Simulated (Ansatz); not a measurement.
**NbP: experiment and calculation**

**What was measured.**

From “Conductance spectra of (Nb, Pb, In)/NbP -- superconductor/Weyl semimetal junctions”, 2019, arxiv:1908.07359, for a bulk crystal of NbP: lattice constant a 3.33544 ± 0.00006 Å; lattice constant c 11.3782 ± 0.0003 Å.

How close the calculation comes is told below.

Level of theory: DFT PBEsol, scalar-relativistic, plane waves, PAW (Ansatz 0.2.0).

Cutoff 420 eV; k points 18×18×18 on the computed 4-atom cell (Γ-centred); Gaussian smearing, width 0.10 eV; no spin polarisation.

Relaxed structure, symmetry kept:

```cif
data_structure
_symmetry_space_group_name_H-M 'P 1'
_symmetry_Int_Tables_number 1
_cell_length_a 6.1139
_cell_length_b 6.1139
_cell_length_c 6.1139
_cell_angle_alpha 148.489
_cell_angle_beta 148.489
_cell_angle_gamma 45.164
_cell_volume 62.23
loop_
_atom_site_label
_atom_site_type_symbol
_atom_site_fract_x
_atom_site_fract_y
_atom_site_fract_z
_atom_site_occupancy
Nb1 Nb 0.75019 0.75019 0.00000 1
Nb2 Nb 0.50019 0.00019 0.50000 1
P1 P 0.33244 0.33244 0.00000 1
P2 P 0.08244 0.58244 0.50000 1
```

| Quantity | Value |
| --- | --- |
| Space group | I4_1md (No. 109) |
| Volume per atom | 15.56 Å³ |
| Formation energy from the elements' standard states (uncorrected) | -1.108 eV/atom |
| Kohn–Sham band gap | none (metal) |
| Density of states at the Fermi level | 0.04 states/eV per cell (so small that it hangs on the mesh: a semimetal, or crossings between mesh points) |
| Löwdin character within 0.5 eV of the Fermi level | Nb 4d 80 %, P 3p 14 % |
| Bulk modulus | 200 GPa |
| Its pressure derivative | 4.1 |
| Bader charges (e) | Nb (2 in the cell) 1.10, P (2 in the cell) -1.10 |

A measured lattice constant a of NbP is 3.33544 Å (the paper above); the calculated 3.320 Å misses it by -0.5 %. 2 values of this kind are on record (3.335 to 3.33544 Å); this one was drawn at random among those near their median, those with a stated uncertainty first. Measured lattice constant c of NbP: 11.3782 Å (the paper above). This calculation gives 11.290 Å (-0.8 %). 2 values of this kind are on record (11.3782 to 11.379 Å); this one was drawn at random among those near their median, those with a stated uncertainty first. The calculation is for 0 K without zero-point motion.